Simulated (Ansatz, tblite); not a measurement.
# GaAgS₂ with GFN2-xTB from a Python script

These are simulated results from tblite 0.8.0, not measurements. The cell began as a database structure and was relaxed with r2SCAN in plane waves (Ansatz 0.2.0). It may be hypothetical. All runs are without spin polarisation.

The symmetry is I-42d (No. 122, tetragonal); a = 5.756 Å, c = 10.392 Å in the conventional setting, 21.52 Å³ an atom. Ga has 4 S at 2.29 Å; Ag has 4 S at 2.56 Å; S has 2 Ga at 2.29 Å and 2 Ag at 2.56 Å.

tblite solves periodic systems at the zone centre alone, so the script builds a cluster of 2×2×1 conventional cells (64 atoms), which folds in a coarse mesh of k points.

Input script:

```python
import json
from ase import Atoms
from ase.build import make_supercell
from ase.units import Bohr, GPa, Hartree
from tblite.interface import Calculator

atoms = Atoms(['Ga', 'Ga', 'Ag', 'Ag', 'S', 'S', 'S', 'S'],
              cell=[[4.06999218, -4.06998735, -0.00268083], [4.06999218, 4.06998735, -0.00268083], [-4.06625678, 0.0, 5.19883483]],
              scaled_positions=[[0.38051564, 0.630505595, 0.993750514], [0.630505595, 0.38051564, 0.493750514], [0.880532756, 0.130416194, 0.993747718], [0.130416194, 0.880532756, 0.493747718], [0.505473927, 0.71617944, 0.743719474], [0.29487252, 0.005503928, 0.243783304], [0.71617944, 0.505473927, 0.243719474], [0.005503928, 0.29487252, 0.743783304]],
              pbc=True)
cluster = make_supercell(atoms, [[0, 2, 0], [-2, 0, 0], [1, 1, 2]])
calc = Calculator('GFN2-xTB', cluster.numbers, cluster.positions / Bohr, lattice=cluster.cell[:] / Bohr, periodic=cluster.pbc)
calc.set('temperature', 0.02 / Hartree)
calc.set('max-iter', 150)
res = calc.singlepoint()
levels = res.get('orbital-energies') * Hartree
nv = round(res.get('orbital-occupations').sum() / 2)
cells = len(cluster) // len(atoms)
out = {'energy_per_cell': res.get('energy') * Hartree / cells, 'homo': levels[nv - 1], 'lumo': levels[nv],
       'stress': (-res.get('virial') * Hartree / cluster.get_volume() / GPa).tolist(), 'charges': res.get('charges')[:len(atoms)].tolist(), 'electrons': 2 * nv / cells}
json.dump(out, open('results.json', 'w'))
for key, value in out.items():
    print(key, value)
```

Command: `python run.py`. It took 6.3 s on 1 thread of Arm Neoverse V1, with other jobs on the host, peak memory 0.14 GiB.

Output:

```
------------------------------------------------------------
  cycle        total energy    energy error   density error
------------------------------------------------------------
      1     -185.9249296366  -1.8637689E+02   2.7932133E-01
      2     -188.9379190958  -3.0129895E+00   1.6080960E-01
      3     -189.0267889905  -8.8869895E-02   7.9292824E-02
      4     -189.0316668202  -4.8778297E-03   3.1659177E-02
      5     -189.0335241660  -1.8573458E-03   1.7587234E-02
      6     -189.0399564940  -6.4323281E-03   7.4662656E-03
      7     -189.0408315430  -8.7504895E-04   4.6513663E-03
      8     -189.0413040344  -4.7249137E-04   8.9686884E-04
      9     -189.0413181114  -1.4077008E-05   4.9422875E-04
     10     -189.0413225199  -4.4085670E-06   2.3775463E-04
     11     -189.0413236664  -1.1465074E-06   7.1253750E-05
     12     -189.0413236783  -1.1847874E-08   8.1720858E-05
     13     -189.0413235755   1.0278501E-07   5.6680904E-05
     14     -189.0413235921  -1.6572415E-08   3.9182757E-05
     15     -189.0413236240  -3.1925794E-08   1.2377303E-05
------------------------------------------------------------

 total:                                   5.615 sec
energy_per_cell -643.0095539612532
homo -9.906092423083726
lumo -8.911136011617018
stress [[5.819141206632512, -1.0150964134455663e-06, -0.00012063492390322602], [-1.0150964133787595e-06, 5.818837025967823, 3.107917301812194e-06], [-0.00012063492390316155, 3.107917301806923e-06, 4.282641486802507]]
charges [0.23670662563726186, 0.2367084410834619, 0.2972133893632573, 0.2972107446151569, -0.2669649092292593, -0.26695689019981356, -0.266962789307246, -0.266956745636022]
electrons 52.0
```

The cycle table is in hartree for the whole cluster, and the lines after it are in eV (the energy for one cell). The printed stress is in GPa and positive in compression, and the pressure is its mean diagonal.

GFN2-xTB gives a gap of 0.99 eV. On the same cell, plane-wave PBE (Ansatz, 6×6×6 k points and the special points) gives a gap of 1.09 eV and r2SCAN a gap of 1.57 eV; on shared hosts these took about 61 and 140 core-seconds on the 8-atom cell, against 6.3 for the script. Semilocal gaps usually lie below measured ones. xTB was fitted to molecules, so gaps, charges and pressures of solids can be far off, and the gap also depends on the size of the cluster.

The same script was run on cells scaled at fixed shape and fractional coordinates:

```csv
volume (Å³/atom),energy (meV/atom),"pressure (GPa, positive in compression)",gap (eV)
18.94,175.4,17.76,2.21
20.23,63.0,10.56,1.52
21.52,0.0,5.31,0.99
22.81,-26.8,1.53,0.60
24.10,-27.4,-1.22,0.30
```

A Birch-Murnaghan fit puts the minimum at 23.47 Å³/atom, 9.1 % above the given cell, with a bulk modulus of 50.3 GPa at fixed shape.

xTB was fitted mostly to molecules, and a small cluster samples few k points, so gaps, pressures and kinks along a curve can be far from a solid's.

Spin-orbit coupling is left out.
